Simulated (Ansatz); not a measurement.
A (210) slab of TaN (P-6m2 (No. 187)), 24 planes, outer planes Ta (top) and N (bottom), with 24 atoms (Ta12N12) in a surface cell of A = 22.208 Å², as cut from the bulk:

```xyz
24
Lattice="2.8707 0.0000 0.0000 0.0000 7.7361 0.0000 0.0000 0.0000 25.8471" Properties=species:S:1:pos:R:3 pbc="T T T"
N     0.0000    2.7629    7.5000
Ta    1.4354    1.1052    7.8190
N     0.0000    5.5258    8.4571
Ta    1.4354    3.8681    8.7761
N     0.0000    0.5526    9.4142
Ta    1.4354    6.6310    9.7332
N     0.0000    3.3155   10.3713
Ta    1.4354    1.6577   10.6903
N     0.0000    6.0784   11.3284
Ta    1.4354    4.4207   11.6474
N     0.0000    1.1052   12.2855
Ta    1.4354    7.1836   12.6045
N     0.0000    3.8681   13.2426
Ta    1.4354    2.2103   13.5616
N     0.0000    6.6310   14.1997
Ta    1.4354    4.9732   14.5187
N     0.0000    1.6577   15.1568
Ta    1.4354    0.0000   15.4758
N     0.0000    4.4207   16.1139
Ta    1.4354    2.7629   16.4329
N     0.0000    7.1836   17.0710
Ta    1.4354    5.5258   17.3900
N     0.0000    2.2103   18.0281
Ta    1.4354    0.5526   18.3471
```

Theory: Ansatz 0.2.0, DFT PBEsol, scalar-relativistic, plane waves, PAW. Settings: cutoff 420 eV, Γ-centred mesh 12×5×1 on the computed 24-atom cell, Gaussian smearing of 0.10 eV; no spin polarisation. A dipole correction removes the field between periodic images along c.

Against the same 24 atoms in the bulk, the slab as cut lies 10.913 eV higher and the relaxed slab 9.377 eV higher.

Question: Work out the surface energy before and after relaxation.

Answer: The slab has two faces, so γ = (E_slab − N·E_bulk)/(2A), the mean of both. As cut: 10.913/(2 × 22.208) = 0.2457 eV/Å², and 1 eV/Å² = 16.02 J/m², so γ = 3.94 J/m². Relaxed: 9.377/(2 × 22.208) = 0.2111 eV/Å² = 3.38 J/m². Relaxation recovers 14 % of the cost of cutting.

Question: What is the ideal work of this cut, per area?

Answer: Griffith's ideal work is 2γ: 7.87 J/m² if the new faces stay rigid, 6.76 J/m² if they relax. Other cuts parallel to this plane can cost less. One thickness was run, 24 planes, so γ can still shift with it.

The reference crystal is a form of TaN, which isn't its usual structure.

Cutting this crystal is expensive, and relaxation changes that only modestly: the mean surface energy falls from 3.94 to 3.38 J/m². The high cost fits the bonding in TaN, where Ta 5d–N 2p bonds with both covalent and ionic character are reinforced by metallic Ta–Ta interaction. The cut leaves Ta and N atoms short of neighbours. Shifts of the outer atoms can strengthen the remaining bonds and rehybridise the dangling states, but cannot replace the missing partners, which is probably why most of the cost survives.

The unequal spacing of alternating Ta and N planes also makes this orientation polar. In a metallic nitride, mobile carriers can screen the resulting charge imbalance, though the redistribution at the two faces still contributes to their energy. The energies therefore support a substantial cost for creating this pair of complementary faces, not a ranking of the Ta-ended face against the N-ended one. Whether faceting or a change in surface nitrogen content would lower the energy further remains open.
